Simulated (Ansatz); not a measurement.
Structure search for In₂Ga₃As₃

The calculation used DFT PBE, scalar-relativistic, plane waves, PAW in Ansatz. All cells share a 420 eV cutoff and Γ-centred k meshes spaced at most about 0.3 Å⁻¹ (about 0.25 or finer for metals, 2π included). No spin polarisation.

The zero of energy is the elements' standard structures at the same level; no fitted shifts are applied.

These are static total energies at zero pressure. Only the structures computed here compete, so a lower one can exist. The k mesh leaves some 4 meV/atom of noise in the energy of each metallic cell. The reference form of As is held partly by dispersion forces, which this level lacks.

Invented guesses were relaxed alike, and ends that match in structure were merged. ΔE counts from the first row. Coordination counts As atoms around Ga and In (those within 1.25 times the shortest such distance or 1.15 times the sum of covalent radii, 1.27 where that leaves under three; a plus sign parts nearer from farther groups; the shortest distance is added where it exceeds 1.18 times the sum of covalent radii; a slash parts the counts of unlike sites). The ends were matched against large subsets of the Crystallography Open Database and the Materials Project, so a missing match doesn't prove that a structure is unreported.

```json
{"#": "1", "reached from": "a relaxed cell, shaken at random and relaxed again", "type and space group": "R3m (No. 160)", "atoms": "8", "Å³/atom": "26.1", "coordination": "In 1/3+3 from 4.2 Å, Ga 3/4", "ΔE (meV/atom)": "0", "gap on mesh (eV)": "0.00", "in databases": "no match"}
{"#": "2", "reached from": "a cell proposed by chemical analogy", "type and space group": "P-4m2 (No. 115)", "atoms": "8", "Å³/atom": "26.9", "coordination": "In 2, Ga 4/8 from 4.6 Å", "ΔE (meV/atom)": "53", "gap on mesh (eV)": "0.00", "in databases": "no match"}
{"#": "3", "reached from": "a cell proposed by chemical analogy", "type and space group": "P3m1 (No. 156)", "atoms": "8", "Å³/atom": "26.0", "coordination": "In 1/1 from 3.2 Å, Ga 3/4", "ΔE (meV/atom)": "63", "gap on mesh (eV)": "0.00", "in databases": "no match"}
{"#": "4", "reached from": "a cell proposed by chemical analogy", "type and space group": "P-4m2 (No. 115)", "atoms": "8", "Å³/atom": "27.2", "coordination": "In 4, Ga 2/8 from 4.2 Å", "ΔE (meV/atom)": "89", "gap on mesh (eV)": "0.00", "in databases": "no match"}
```

The lowest: Space group R3m (No. 160), trigonal, a = 4.054 Å, c = 44.093 Å. In on its first site has 1 Ga at 2.69 Å and 3 In at 2.97 Å; In on its second site has 1 As at 2.67 Å and 3 In at 2.97 Å; Ga on its first site is surrounded by 4 As at 2.49 Å; Ga on its second site has 3 As at 2.49 Å and 1 In at 2.69 Å; around As on its first site lie 4 Ga at 2.49 Å; 3 more sites not described. Its energy over the elements is −0.20 eV/atom. Whether it is stable depends on the other phases of the system, which aren't compared here. An observed structure of this formula, if there is one, may be missing.

```
In Ga As
1.0
     2.02690    1.17023   14.69767
    -2.02690    1.17023   14.69767
     0.00000   -2.34046   14.69767
In Ga As
2 3 3
Direct
  0.18742 0.18742 0.18742
  0.89554 0.89554 0.89554
  0.38395 0.38395 0.38395
  0.12637 0.12637 0.12637
  0.64192 0.64192 0.64192
  0.44034 0.44034 0.44034
  0.69833 0.69833 0.69833
  0.95601 0.95601 0.95601
```

The second: Space group P-4m2 (No. 115), tetragonal, a = 4.092 Å, c = 12.852 Å. In has 2 As at 2.65 Å and 2 Ga at 2.79 Å; Ga on a site of symmetry 2mm is surrounded by 4 As at 2.49–2.50 Å; around Ga on a site of symmetry -4m2 lie 4 In at 2.79 Å; around As on a site of symmetry 2mm lie 2 Ga at 2.49 Å and 2 In at 2.65 Å; 1 more site not described. Counting As atoms around Ga and In, the first has In 1/3+3 from 4.2 Å, Ga 3/4 and the second has In 2, Ga 4/8 from 4.6 Å. Cells relaxed within their symmetry can be saddle points.

```cif
data_structure
_symmetry_space_group_name_H-M 'P 1'
_symmetry_Int_Tables_number 1
_cell_length_a 4.0916
_cell_length_b 4.0916
_cell_length_c 12.8516
_cell_angle_alpha 90.000
_cell_angle_beta 90.000
_cell_angle_gamma 90.000
_cell_volume 215.15
loop_
_atom_site_label
_atom_site_type_symbol
_atom_site_fract_x
_atom_site_fract_y
_atom_site_fract_z
_atom_site_occupancy
In1 In 0.50000 0.00000 0.35286 1
In2 In 0.00000 0.50000 0.64714 1
Ga1 Ga 0.50000 0.00000 0.88868 1
Ga2 Ga 0.00000 0.00000 0.50000 1
Ga3 Ga 0.00000 0.50000 0.11132 1
As1 As 0.50000 0.50000 0.77825 1
As2 As 0.50000 0.50000 0.22175 1
As3 As 0.00000 0.00000 0.00000 1
```

Some candidate types were left out of the draw beforehand, so a known form may be missing.
